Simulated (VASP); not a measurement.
Crystal: CdF2.

```
CELL_PARAMETERS angstrom
0.00000 2.69400 2.69400
2.69400 0.00000 2.69400
2.69400 2.69400 0.00000
ATOMIC_POSITIONS crystal
Cd 0.00000 0.00000 0.00000
F 0.25000 0.25000 0.25000
F 0.75000 0.75000 0.75000
```

Base run:

```yaml
Program: VASP 6.6.1
Functional: PBE
Potentials_or_basis: VASP PAW PBE potentials, release 64 (Cd, F)
Cutoff: 520 eV
k_mesh: 8 × 8 × 8
Occupations: fermi-dirac, width 0.02 eV
Spin: no spin polarisation
```

Its results: band gap on the k mesh 3.07 eV, indirect (least direct gap 3.57 eV); pressure 6.2 GPa.

The run is repeated on the same cell with these changes: functional from PBE to PBEsol; further incar settings from ALGO = Fast; EDIFF = 1e-08; NBANDS = 20 to ALGO = Normal; EDIFF = 1e-06; NBANDS = 20. What comes out?

Band gap on the k mesh 2.90 eV, indirect (least direct gap 3.39 eV); pressure 0.5 GPa.

Caveats: the PAW data sets were made with another functional, which shifts forces and pressure a little (some runs).

A k mesh can miss the band edges.

Not every run made on this cell is shown here.
